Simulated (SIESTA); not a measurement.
# BeS in SIESTA: the effect of functional

BeS:

```
S Be
1.0
     0.00000    2.42500    2.42500
     2.42500    0.00000    2.42500
     2.42500    2.42500    0.00000
S Be
1 1
Direct
  0.75000 0.75000 0.75000
  0.00000 0.00000 0.00000
```

Alike in all runs:

```yaml
Program: SIESTA 5.4.2
Task: band structure
Basis: DZP (energy shift 0.003 Ry; two zetas on semicore shells)
Grid_cutoff: 800 Ry
Energy_shift: 0.003 Ry
k_mesh: 9 × 9 × 9
Occupations: fermi-dirac, width 0.05 eV
Spin: no spin polarisation
```

**Question.** One run gave: gap on the mesh 3.02 eV; pressure -3.8 GPa. Which functional did it use?
A. PW91
B. WC
C. PBEsol
D. LDA
E. BLYP

**Answer.** D.

```csv
functional,potentials or basis,gap on the mesh (eV),pressure (GPa)
LDA,PseudoDojo 0.4 standard (LDA files),3.02,-3.8
PBEsol,PseudoDojo 0.4 standard (PBEsol files),3.02,-1.0
AM05,PseudoDojo 0.4 standard (PBEsol files),3.05,-0.6
WC,PseudoDojo 0.4 standard (PBEsol files),3.04,-0.5
PW91,PseudoDojo 0.4 standard (PBE files),3.17,2.3
revPBE,PseudoDojo 0.4 standard (PBE files),3.22,3.8
RPBE,PseudoDojo 0.4 standard (PBE files),3.24,4.1
BLYP,PseudoDojo 0.4 standard (PBE files),3.40,5.2
```

Caveats: short orbitals over semicore shells can move pressures by several GPa; the mesh misses the band edges, which the band path finds closer together; the basis of atomic orbitals isn't converged, which shifts pressures, moduli and gaps; the potentials were made for another functional, which shifts forces and pressure (some runs).

Runs at the PBE level aren't shown here.
